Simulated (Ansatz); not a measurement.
This is a single-point calculation with the plane-wave code Ansatz on zincblende GaAs; the level of theory is r2SCAN+SOC. The cell was relaxed with r2SCAN and then strained (uniaxial +1.0 % along z, other directions held), with the atoms relaxed again with r2SCAN; k points keep the names of the unstrained zone.

```yaml
crystal:
  lattice:
    - [0.0, 2.8330850955, 2.8614159464]
    - [2.8330850955, 0.0, 2.8614159464]
    - [2.8330850955, 2.8330850955, 0.0]
  atoms:
    - { symbol: Ga, position: [0.0, 0.0, 0.0] }
    - { symbol: As, position: [0.25, 0.25, 0.25] }
kpoints:
  mp_grid: { grid: [8, 8, 8] }
  band_path:
    path:
      - [0.0, 0.0, 0.0]
      - [-0.5, -0.5, 0.0]
      - [-0.375, -0.375, 0.25]
      - [-0.375, 0.0, 0.375]
      - [0.0, 0.0, 0.5]
      - [-0.5, -0.25, 0.25]
    npoints: 1
hamiltonian:
  xc: r2scan
scf:
  occupations: { method: fermi_dirac, width: 0.02 }
  n_extra_bands: 8
magnetization:
  noncollinear: true
  spin_orbit: true
output:
  forces: true
  stress: true
  eigenvalues: true
  write_density: true
  write_potential: true
  elf: true
  volumetric_format: npy
```

In the abridged output below, numbers in square brackets stand for lines, or ends of lines, that were taken out.
```
scf.n_extra_bands = 8 over 28 filled bands (N_el = 28.0): the run solves 36 bands
Functional definition: r2SCAN
  parameter k0 = 0.174
  parameter k1 = 0.065
  parameter a1 = 4.9479
  exchange = r2scan_x(k0 = k0, k1 = k1, a1 = a1)
  correlation = r2scan_c
Crystal: 2 atoms, lattice volume = 45.934 Å³
Basis set: ecut = 500 eV, 1195 PW (Γ)
Symmetry: 8 space group operations + 8 with time reversal
Magnetic group: BNS 119.316 (UNI 976)
k-points: 59 of 512 (time reversal used)
Free energy (F): -8650.276518 eV
[1]
--- Forces (eV/Å), atoms counted from 1 ---
  atom   1  Ga      0.00000      0.00000      0.00000
  atom   2  As      0.00000      0.00000      0.00000
--- Stress (GPa, compression-positive) ---
[2]
--- Band table (eV; the first three rows and the last of 59) ---
[3]
```

The rows of the band table are 0: (0, 0, 0) = Γ, 1: (0, 0, 1/8), 2: (0, 0, 1/4), 58: (-1/2, -1/2, 0) = X.

Question: Fill in the blanks. They hold the stress, the Fermi energy and the band table.

Answer:
```
[1]
Fermi energy:    8.220808 eV
[2]
       -0.475980       0.000000       0.000000
        0.000000      -0.475980       0.000000
        0.000000       0.000000      -1.156590
  P = ⅓ Tr σ = -0.7029 GPa (-7.029 kbar)
[3]
  k-point 0: bands = […, -5.3704, -5.3704, 7.4928, 7.4928, 7.8031, 7.8031, 7.8405, 7.8405, 8.5982, 8.5982, 11.6359, 11.6359, 11.8080, 11.8080, …]
  k-point 1: bands = […, -5.1824, -5.1822, 5.7945, 5.7955, 7.3698, 7.3715, 7.5827, 7.5856, 9.6136, 9.6145, 12.0344, 12.0463, 12.1675, 12.1690, …]
  k-point 2: bands = […, -4.6591, -4.6589, 3.5577, 3.5580, 6.9201, 6.9209, 7.1328, 7.1362, 9.4878, 9.4881, 12.5874, 12.5875, 12.7056, 12.7073, …]
  k-point 58: bands = […, -2.8414, -2.8414, 0.7650, 0.7650, 4.9974, 4.9974, 5.0823, 5.0823, 9.5501, 9.5501, 9.7419, 9.7419, 18.4143, 18.4143, …]
```
The trailing digits, and the zero of the energies, depend on the potentials and thresholds.

r2SCAN+SOC gives a direct gap of 0.76 eV at Γ. Edges are sought over the mesh and the listed points. With the atoms held, the mean pressure is -0.70 GPa (compression positive).

It took 13 s on 1 × NVIDIA H100 80GB HBM3 with 2 threads of AMD EPYC 7R13 Processor (Zen 3), with other jobs on the host, load about 1.3 per core; peak host memory 1.3 GiB.

Non-magnetic throughout; all numbers are computed.
